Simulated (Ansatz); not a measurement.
Elastic constants of TlBr at 8 GPa (stress–strain coefficients): input and output

Theory: DFT PBE+D3(BJ), scalar-relativistic, plane waves, PAW (Ansatz).

Launched with:
```bash
ansatz run input.yaml --threads 1 --pin off --max-ram 1228MiB --backend cpu --events-out ev --progress --plain --runs-dir out
```

Input (bare energies are in eV):
```yaml
crystal:
  lattice:
    - [3.7149315711, 0.0, 0.0]
    - [0.0, 3.7149315711, 0.0]
    - [0.0, 0.0, 3.7149315711]
  atoms:
    - { symbol: Tl, position: [0.0, 0.0, 0.0] }
    - { symbol: Br, position: [0.5, 0.5, 0.5] }
basis:
  ecutwfc: 420
kpoints:
  mp_grid: { grid: [8, 8, 8] }
hamiltonian:
  xc: pbe
  dispersion: d3bj
scf:
  occupations: { method: fixed }
output:
  forces: true
  stress: true
  eigenvalues: true
elastic:
  mode: relaxed_ion
  stencil: two_point
```

From the output:
```
--- Elastic constants: 2 strain directions × 2 members + reference (group order 48) ---
  dense FFT box of the reference and of every strained cell: 25×25×25
  strains applied: 11, 23; error gains: componentwise 1.00 (the most a stress slope's error grows in a printed constant), spectral 1.73 (1 for all six strains in a standard setting)
  pairwise dispersion correction: d3bj (s6 = 1.0, s8 = 0.7875, a1 = 0.4289, a2_bohr = 4.4407), with the weights of each atom's references fixed at the reference crystal's, and the forces and stress that the weights' published response gives ...
  C = ∂σ_k/∂η_j (tension-positive GPa; Voigt order 11 22 33 23 13 12):
        77.676     50.992     50.992     -0.000     -0.000     -0.000
        50.992     77.676     50.992     -0.000     -0.000     -0.000
        50.992     50.992     77.676     -0.000     -0.000     -0.000
         0.000     -0.000     -0.000     29.106      0.000      0.000
         0.000      0.000     -0.000     -0.000     29.106     -0.000
         0.000     -0.000      0.000      0.000      0.000     29.106
  reference stress σ⁰ (GPa):     -7.990     -7.990     -7.990     -0.000     -0.000     -0.000
  C* (energy form; C + prestress term) asymmetry max|C*_kj − C*_jk| = 7.105e-15 GPa — a small one proves nothing (zero by symmetry where the batch's group is 432, −43m or m−3m); a large one is finite-difference/SCF noise where every solve ...
  moduli (Voigt/Reuss/Hill, GPa): K = 59.89/59.89/59.89   G = 22.80/19.76/21.28   E = 57.09   ν = 0.341
  mechanically stable: yes (min eigenvalue of sym C = 26.68 GPa)
  strain η (Voigt 11):  stress-route row diagonal C_11 = 77.68 GPa, energy-path curvature d²(F+E_count+ΔE)/dδ²/Ω₀ = 77.68 GPa
         δ    σ_11 (GPa) F (eV) n_scf n_hpsi n_pw
    -2.000e-3      -8.1457      -14229.3033705       7   20688   1021   relax 0 steps, max|allowed force component| 3.45e-31 eV/Å
     2.000e-3      -7.8350      -14229.3135981       6   19115   1024   relax 0 steps, max|allowed force component| 4.93e-32 eV/Å
  strain η (Voigt 23):  stress-route row diagonal C_44 = 29.11 GPa, energy-path curvature d²(F+E_count+ΔE)/dδ²/Ω₀ = 33.12 GPa
         δ    σ_23 (GPa) F (eV) n_scf n_hpsi n_pw
    -2.000e-3      -0.0582      -14229.3085121       6   26600   1024   relax 0 steps, max|allowed force component| 1.18e-30 eV/Å
     2.000e-3       0.0582      -14229.3085121       5   25822   1024   relax 0 steps, max|allowed force component| 1.97e-31 eV/Å
```

The run took 30 s on 1 thread of Arm Neoverse N1, with other jobs on the host, peak memory 0.42 GiB.

Spin–orbit coupling is left out, which can shift energies with elements as heavy as these.